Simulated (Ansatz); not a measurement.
# ZnS: how the settings move a relaxation

Aim: see which settings change the result for ZnS, by how much, and at what cost.

Method: reference: DFT, PBEsol, PAW with Ansatz's default frozen-core files, scalar-relativistic; relaxation of cell and atoms, in Ansatz 0.2.0.

## Step 1: The structure to begin with

Symmetry: P6_3mc, No. 186, hexagonal system. The conventional cell has a = 3.811 Å, b = 3.811 Å, c = 6.234 Å, α = 90.00°, β = 90.00°, γ = 120.00°. Zn (site symmetry 3m) has 4 S at 2.31 to 2.40 Å as nearest neighbours. Around S (site symmetry 3m) lie 4 Zn at 2.31 to 2.40 Å.

Structure file:

```cif
data_structure
_symmetry_space_group_name_H-M 'P6_3mc'
_symmetry_Int_Tables_number 186
_cell_length_a 3.8110
_cell_length_b 3.8110
_cell_length_c 6.2340
_cell_angle_alpha 90.000
_cell_angle_beta 90.000
_cell_angle_gamma 120.000
_cell_volume 78.41
loop_
_atom_site_label
_atom_site_type_symbol
_atom_site_symmetry_multiplicity
_atom_site_Wyckoff_symbol
_atom_site_fract_x
_atom_site_fract_y
_atom_site_fract_z
_atom_site_occupancy
Zn1 Zn 2 b 0.33333 0.66667 0.00000 1
S1 S 2 b 0.33333 0.66667 0.38500 1
```

## Step 2: Baseline

input.yaml reads:

```yaml
crystal:
  lattice:
    - [3.81099999999, 0.0, 0.0]
    - [-1.9055, 3.30042281381, 0.0]
    - [0.0, 0.0, 6.234]
  atoms:
    - { symbol: Zn, position: [0.333333333333, 0.666666666667, 0.0] }
    - { symbol: Zn, position: [0.666666666667, 0.333333333333, 0.5] }
    - { symbol: S, position: [0.333333333333, 0.666666666667, 0.385] }
    - { symbol: S, position: [0.666666666667, 0.333333333333, 0.885] }
kpoints:
  mp_grid: { grid: [10, 10, 6] }
scf:
  occupations: { method: fermi_dirac, width: 0.1 }
hamiltonian:
  xc: pbesol
  pseudopotentials: { kind: paw }
relax:
  f_tol: 0.002
  max_steps: 80
  cell: {}
output:
  forces: true
  stress: true
```

Started as:

```console
> ansatz run input.yaml --threads 1 --pin off --max-ram 3072MiB --backend cpu --events-out ev --progress --plain --runs-dir out
```

## Step 3: A run with other settings

input.yaml, as its differences from that of step 2:

```diff
@@ -11,5 +11,5 @@
 kpoints:
-  mp_grid: { grid: [10, 10, 6] }
+  mp_grid: { grid: [6, 6, 4] }
 scf:
-  occupations: { method: fermi_dirac, width: 0.1 }
+  occupations: { method: fixed }
 hamiltonian:
@@ -24 +24,2 @@
   stress: true
+accuracy: medium
```

(Steps that only read results are left out.)

**Question.** What will these runs give? Wanted: for each run, ending; energy change; pressure; gap; force.

**Answer**, as computed:

| run | ending | energy change | pressure (GPa) | gap (eV) | force (eV/Å) | cycles | time |
| --- | --- | --- | --- | --- | --- | --- | --- |
| reference | converged | 0 | 0.0 | 2.15 | 0.00 | 30 | 41 s |
| 1: mp_grid.grid [6, 6, 4], occupations.method fixed, accuracy medium | converged | +0.9 meV/atom (σ→0) | 0.0 | 2.15 | 0.00 | 30 | 15 s |

What this shows: Changing the k-point mesh, smearing and accuracy level moves the energy by +0.9 meV/atom (σ→0 values). More than one kind of setting changed, and this run alone doesn't tell their shares apart. Cost: 15 s against 41 s.
